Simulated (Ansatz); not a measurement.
Runs of Ansatz 0.2.0 on Ni. Symmetry: P6_3/mmc, No. 194, hexagonal system. The conventional cell has a = 2.448 Å, b = 2.448 Å, c = 4.073 Å, α = 90.00°, β = 90.00°, γ = 120.00°. Around Ni (site symmetry -6m2) lie 12 Ni at 2.45 to 2.48 Å. This isn't the form of Ni at room conditions, which is fcc.

```csv
task,level,cell,cutoff (eV),points for each segment of the path,gap on the mesh (eV),pressure (GPa),moment (μB),relaxed volume (Å³/atom)
relaxation of cell and atoms,PBEsol0,relaxed,420,-,none,0.0,1.36,10.17
single point,r2SCAN50,as given,500,-,none,26.4,2.32,-
relaxation of cell and atoms,HSE03,relaxed,420,-,none,0.0,1.53,10.91
band structure,HSE06,as given,420,4,none,6.3,1.53,-
single point,r2SCAN0,as given,500,-,none,-4.8,1.53,-
band structure,HSEsol,as given,420,4,none,-1.4,1.53,-
single point,PBEsol0,as given,420,-,none,-7.6,1.43,-
single point,B3LYP,as given,420,-,none,(b),1.36,-
relaxation of cell and atoms,HSE06,relaxed,420,-,none,0.0,1.53,10.90
single point,r2SCANh,as given,500,-,none,-2.8,1.53,-
relaxation of cell and atoms,B3LYP,relaxed,420,-,none,0.0,1.35,(a)
band structure,HSE03,as given,420,4,none,6.5,1.53,-
```

Alike in all rows: potentials or basis Ansatz PAW; spin collinear, ferromagnetic start; k mesh 6 × 6 × 4; smearing fermi-dirac 0.05 eV; the mesh is coarse, so values aren't converged.

Question: Fill in the values left out.

Answer: (a) 11.04; (b) 8.8.

Caveats: all runs use coarse meshes; the magnetic or orbital state may not be the lowest; the PAW data sets come from PBE, with cores solved anew for the run's functional, which leaves a small shift of forces and pressure; the thresholds are loose for stress (some runs); the plane-wave basis is chosen anew once the cell has moved, so the energies of steps on either side of that aren't comparable (some runs); so large a pressure means that the cell lies far from this level's equilibrium, or that cutoff or potentials fall short (some runs).

A gap of «none» marks a metal or a gap under the smearing width.
